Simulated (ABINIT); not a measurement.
# HgTe (Coloradoite) (F-43m) in ABINIT: further runs, part 2 of 2

ABINIT 10.8.3 (patched build). Earlier steps stand in the parts before.

## (3) Equation of state, PBEsol

run.abi reads:

```
ndtset 7
getwfk -1
scalecart1 3*0.9795861087
scalecart2 3*0.9864848297
scalecart3 3*0.9932883884
scalecart4 3*1.0000000000
scalecart5 3*1.0066227096
scalecart6 3*1.0131594038
scalecart7 3*1.0196128224

pp_dirpath "./"
pseudos "Hg.upf, Te.upf"

acell 3*1.0 Angstrom
rprim
     0.0000000000     3.2145000000     3.2145000000
     3.2145000000     0.0000000000     3.2145000000
     3.2145000000     3.2145000000     0.0000000000
ntypat 2
znucl 80 52
natom 2
typat 1 2
xred
     0.0000000000     0.0000000000     0.0000000000
     0.7500000000     0.7500000000     0.7500000000

ecut 40.0

kptopt 1
ngkpt 7 7 7
nshiftk 1
shiftk 0.0 0.0 0.0

ixc -116133

nband 22
occopt 3
tsmear 0.05 eV

nstep 100
tolvrs 1.0e-10

iomode 3
prtwf 1
prtden 0
prteig 0
prtebands 0
```

Potentials or basis: PseudoDojo NC SR PBEsol v0.4.1 standard.

Run with:

```
> abinit run.abi > log 2>&1
```

run.abo:

```text
.Version 10.8.3 of ABINIT
 DATASET    1 : space group F-4 3 m (#216); Bravais cF (face-center cubic)
================================================================================
 Values of the parameters that define the memory need for DATASET  1.
     intxc =       0    ionmov =       0      iscf =       7    lmnmax =       7
     lnmax =       7     mgfft =      48  mpssoang =       4    mqgrid =    3001
     natom =       2  nloc_mem =       1    nspden =       1   nspinor =       1
    nsppol =       1      nsym =      24    n1xccc =    2501    ntypat =       2
    occopt =       3   xclevel =       2
       mpw =        5115          nfft =      110592          nkpt =          20
================================================================================
================================================================================
[... 61 lines left out ...]
 DATASET    7 : space group F-4 3 m (#216); Bravais cF (face-center cubic)
================================================================================
 Values of the parameters that define the memory need for DATASET  7.
     intxc =       0    ionmov =       0      iscf =       7    lmnmax =       7
     lnmax =       7     mgfft =      50  mpssoang =       4    mqgrid =    3001
     natom =       2  nloc_mem =       1    nspden =       1   nspinor =       1
    nsppol =       1      nsym =      24    n1xccc =    2501    ntypat =       2
    occopt =       3   xclevel =       2
       mpw =        5777          nfft =      125000          nkpt =          20
================================================================================
================================================================================

--------------------------------------------------------------------------------
------------- Echo of variables that govern the present computation ------------
--------------------------------------------------------------------------------
 -outvars: echo values of preprocessed input variables --------
            acell      1.8897261259E+00  1.8897261259E+00  1.8897261259E+00 Bohr
              amu      2.00590000E+02  1.27600000E+02
             ecut      4.00000000E+01 Hartree
           getwfk          -1
              ixc     -116133
           jdtset        1    2    3    4    5    6    7
         kptrlatt        7    0    0      0    7    0      0    0    7
          kptrlen1     5.89071421E+01
          kptrlen2     5.93219948E+01
          kptrlen3     5.97311249E+01
[... 126 lines left out ...]
--------------------------------------------------------------------------------

================================================================================

--- !BeginCycle
iteration_state: {dtset: 1, }
solver: {iscf: 7, nstep: 100, nline: 4, wfoptalg: 0, }
tolerances: {tolvrs: 1.00E-10, }
...
[... 1031 lines left out ...]
-Cartesian components of stress tensor (GPa)         [Pressure= -7.7248E-01 GPa]
- sigma(1 1)=  7.72478757E-01  sigma(3 2)=  0.00000000E+00
- sigma(2 2)=  7.72478757E-01  sigma(3 1)=  0.00000000E+00
- sigma(3 3)=  7.72478757E-01  sigma(2 1)=  0.00000000E+00

== END DATASET(S) ==============================================================
================================================================================

 -outvars: echo values of variables after computation  --------
            acell      1.8897261259E+00  1.8897261259E+00  1.8897261259E+00 Bohr
           etotal1    -2.7123811447E+02
           etotal2    -2.7123958939E+02
           etotal3    -2.7124066617E+02
           etotal4    -2.7124138938E+02
           etotal5    -2.7124179853E+02
           etotal6    -2.7124192923E+02
           etotal7    -2.7124181224E+02
            fcart1    -8.7673012897E-29 -8.7673012897E-29  2.6301903869E-28
                       8.7673012897E-29  8.7673012897E-29 -2.6301903869E-28
            fcart2    -0.0000000000E+00 -0.0000000000E+00 -0.0000000000E+00
                      -0.0000000000E+00 -0.0000000000E+00 -0.0000000000E+00
            fcart3    -2.2313180768E-29 -2.2313180768E-29  6.6939542305E-29
                       2.2313180768E-29  2.2313180768E-29 -6.6939542305E-29
            fcart4     1.1081711683E-29  1.1081711683E-29 -3.3245135048E-29
                      -1.1081711683E-29 -1.1081711683E-29  3.3245135048E-29
            fcart5    -5.5044017868E-30 -5.5044017868E-30  1.6513205361E-29
                       5.5044017868E-30  5.5044017868E-30 -1.6513205361E-29
[... 38 lines left out ...]
                       0.0000000000E+00  0.0000000000E+00  0.0000000000E+00
           xangst1     0.0000000000E+00  0.0000000000E+00  0.0000000000E+00
                       4.7233193196E+00  4.7233193196E+00  4.7233193196E+00
           xangst2     0.0000000000E+00  0.0000000000E+00  0.0000000000E+00
                       4.7565832276E+00  4.7565832276E+00  4.7565832276E+00
           xangst3     0.0000000000E+00  0.0000000000E+00  0.0000000000E+00
                       4.7893882868E+00  4.7893882868E+00  4.7893882868E+00
           xangst4     0.0000000000E+00  0.0000000000E+00  0.0000000000E+00
                       4.8217500000E+00  4.8217500000E+00  4.8217500000E+00
           xangst5     0.0000000000E+00  0.0000000000E+00  0.0000000000E+00
                       4.8536830500E+00  4.8536830500E+00  4.8536830500E+00
           xangst6     0.0000000000E+00  0.0000000000E+00  0.0000000000E+00
                       4.8852013553E+00  4.8852013553E+00  4.8852013553E+00
           xangst7     0.0000000000E+00  0.0000000000E+00  0.0000000000E+00
                       4.9163181264E+00  4.9163181264E+00  4.9163181264E+00
             xred      0.0000000000E+00  0.0000000000E+00  0.0000000000E+00
                       7.5000000000E-01  7.5000000000E-01  7.5000000000E-01
 Calculation completed.
```

Run time: 11 min. Hardware: 1 thread of Arm Neoverse V1, shared host; peak memory 0.16 GiB.

What came out:

* Equilibrium volume: 34.55 Å³/atom
* Bulk modulus: 42 GPa
* Pressure derivative of the bulk modulus: 5.2

Energy against volume, from the lowest point:
| volume (Å³/atom) | energy (meV/atom) |
| --- | --- |
| 31.223 | 51.90 |
| 31.887 | 31.84 |
| 32.551 | 17.18 |
| 33.215 | 7.35 |
| 33.880 | 1.78 |
| 34.544 | 0.00 |
| 35.208 | 1.59 |

Caveat: pressures at fixed basis lie under the slope of the energies. Spin-orbit coupling is left out, which matters for the levels of Hg, Te.

## (4) Equation of state, PBE

run.abi reads:

```
ndtset 7
getwfk -1
scalecart1 3*0.9795861087
scalecart2 3*0.9864848297
scalecart3 3*0.9932883884
scalecart4 3*1.0000000000
scalecart5 3*1.0066227096
scalecart6 3*1.0131594038
scalecart7 3*1.0196128224

pp_dirpath "./"
pseudos "Hg.GGA_PBE-JTH.xml, Te.GGA_PBE-JTH.xml"

acell 3*1.0
rprim
     0.0000000000     6.0745246276     6.0745246276
     6.0745246276     0.0000000000     6.0745246276
     6.0745246276     6.0745246276     0.0000000000
ntypat 2
znucl 80 52
natom 2
typat 1 2
xred
     0.0000000000     0.0000000000     0.0000000000
     0.7500000000     0.7500000000     0.7500000000

ecut 517.016339 eV
pawecutdg 38.0
pawxcdev 0

kptopt 1
ngkpt 7 7 7
nshiftk 1
shiftk 0.0 0.0 0.0

ixc 11

nband 13
occopt 3
tsmear 0.05 eV

nstep 100
tolvrs 1.0e-9

iomode 3
prtwf 1
prtden 0
prteig 0
prtebands 0
enunit 2
```

Potentials or basis: JTH PAW PBE v2.0.

Run with:

```
> abinit run.abi > log 2>&1
```

Run time: 2.5 min. Hardware: 1 thread of Arm Neoverse V2, shared host; peak memory 0.16 GiB.

The run converged. Its results:

| Item | Value |
| --- | --- |
| Equilibrium volume | 36.94 Å³/atom (rough: see the caveat) |
| Bulk modulus | 35 GPa (rough) |

Energy against volume, from the lowest point:
| volume (Å³/atom) | energy (meV/atom) |
| --- | --- |
| 31.223 | 125.40 |
| 31.887 | 91.37 |
| 32.551 | 63.36 |
| 33.215 | 40.81 |
| 33.880 | 23.05 |
| 34.544 | 9.56 |
| 35.208 | 0.00 |

Caveat: pressures at fixed basis lie under the slope of the energies; the minimum lies outside the volumes run. Spin-orbit coupling is left out, which matters for the levels of Hg, Te.

## (5) Comparison with measurements

Step 3. Against the measured bulk modulus of HgTe, 43 GPa (a printed reference work, monograph), the calculated 42 GPa is off by -2.0 %. The fit is for a static lattice scaled at fixed shape and fixed fractional positions.
